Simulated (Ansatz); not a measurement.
C:

```
CELL_PARAMETERS angstrom
2.52210 0.00000 0.00000
-1.26105 2.18420 0.00000
0.00000 0.00000 12.35570
ATOMIC_POSITIONS crystal
C 0.66667 0.33333 0.35417
C 0.33333 0.66667 0.85417
C 0.66667 0.33333 0.14583
C 0.33333 0.66667 0.64583
C 0.66667 0.33333 0.47917
C 0.33333 0.66667 0.97917
C 0.66667 0.33333 0.02083
C 0.33333 0.66667 0.52083
C 0.00000 0.00000 0.81250
C 0.00000 0.00000 0.31250
C 0.00000 0.00000 0.68750
C 0.00000 0.00000 0.18750
```

This is a hexagonal form of diamond, not graphite.

| Property | Result |
| --- | --- |
| Program | Ansatz 0.2.0 |
| Task | single point |
| Functional | PBE |
| Potentials or basis | all-electron LAPW, scalar-relativistic |
| Cutoff | 449 eV (chosen from the basis error) |
| Basis error allowed | 0.001 eV/atom |
| k mesh | 12 × 12 × 3 |
| Occupations | fermi-dirac, width 0.05 eV |
| Spin | no spin polarisation |

On this cell: pressure 2.1 GPa; largest force 0.332 eV/Å; band gap on the k mesh 4.39 eV, indirect (least direct gap 5.31 eV).

The same run follows on a disturbed copy (atoms moved at random, drawn with an rms of 0.05 Å):

```
CELL_PARAMETERS angstrom
2.52210 0.00000 0.00000
-1.26105 2.18420 0.00000
0.00000 0.00000 12.35570
ATOMIC_POSITIONS crystal
C 0.65180 0.34143 0.35670
C 0.34464 0.67693 0.85167
C 0.66757 0.34422 0.14638
C 0.32935 0.66092 0.64744
C 0.67704 0.34422 0.47963
C 0.32873 0.66333 0.97839
C 0.63583 0.31801 0.02130
C 0.31992 0.67631 0.52207
C 0.99972 0.01464 0.81264
C 0.98091 0.98709 0.31766
C 0.99786 0.99593 0.68315
C 0.99394 0.01655 0.18348
```

What changes?

The energy moves by +39.4 meV/atom; pressure 3.6 GPa; largest force 2.931 eV/Å; band gap on the k mesh 3.88 eV, indirect (least direct gap 4.59 eV).

Forces in eV/Å, atoms in the order of the input:
```
C    0.830 -1.539  0.190
C   -1.272  0.064  1.478
C   -1.119  0.088 -1.331
C   -0.207  0.361 -2.316
C   -2.151 -0.291  0.823
C   -1.245 -0.496  0.145
C    1.710  1.077 -0.765
C    2.041  0.030 -0.321
C    1.201 -0.510 -0.976
C   -0.448  1.952 -2.068
C   -0.237  0.121  2.485
C    0.898 -0.857  2.656
```

Stress tensor (GPa, compression positive):
```
 1.00  0.00  0.33
 0.00  1.59 -0.27
 0.33 -0.27  8.12
```

Caveats: an odd mesh through Γ misses points on the zone boundary, where band edges often lie.
